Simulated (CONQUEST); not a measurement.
A run of CONQUEST 1.3 is set up as follows.

Contents of Conquest_input:

```
IO.Title HgTe
IO.Coordinates coords.dat
IO.FractionalAtomicCoords T
IO.Iprint 2
IO.Iprint_init 1
General.NumberOfSpecies 2
General.PseudopotentialType hamann
AtomMove.TypeOfRun static
AtomMove.FullStress T
Grid.GridCutoff 120
DM.SolutionMethod diagon
Diag.MPMesh T
Diag.GammaCentred T
Diag.MPMeshX 6
Diag.MPMeshY 6
Diag.MPMeshZ 4
Diag.kT 0.00183747
minE.SCTolerance 1e-6
SC.MaxIters 100
IO.AtomChargeOutput T
%block ChemicalSpeciesLabel
1 200.590 Hg
2 127.600 Te
%endblock
```

Contents of coords.dat:

```
    8.5906751129     0.0000000000     0.0000000000
    0.0000000000     8.5906751129     0.0000000000
    0.0000000000     0.0000000000    12.1490492552
4
  0.0000000000   0.0000000000   0.0000000000 1 T T T
  0.5000000000   0.5000000000   0.5000000000 1 T T T
  0.0000000000   0.5000000000   0.2500000000 2 T T T
  0.5000000000   0.0000000000   0.7500000000 2 T T T
```

Potentials or basis: PseudoDojo NC PBE, SZ, grid cutoff 120 Ha.

Command:

```bash
$ Conquest
```

Task: Estimate the band gap on the k mesh.

Result: None (metal or under the smearing width).

Task: What does it give for the pressure?

Result: 13.3 GPa.

Task: Estimate the Mulliken charges.

Result: Hg +0.70; Te -0.70 e.

Caveat: the atomic basis is small; the basis of atomic orbitals isn't converged, which shifts pressures, moduli and gaps. The run has no spin-orbit coupling, so splittings on Hg, Te are missing.
